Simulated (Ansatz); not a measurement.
Rock-salt NaBr

Calculation: PBE (PAW; Ansatz, a program for electronic structure).

Run with plane-wave cutoff 500 eV, 6×6×1 k mesh (along the axes of the cell as run), gaussian smearing 0.02 eV, scalar-relativistic PAW data made under PBE.

Cell: relaxed at this level.

* **surface energy of the (100) face**: 0.12 J/m²
* **ionisation potential of the slab**: 6.43 eV

The slab of 8 atoms is relaxed and unreconstructed.

Static lattice: no zero-point or thermal effects.

Computing time: around 100 core-seconds (rough).
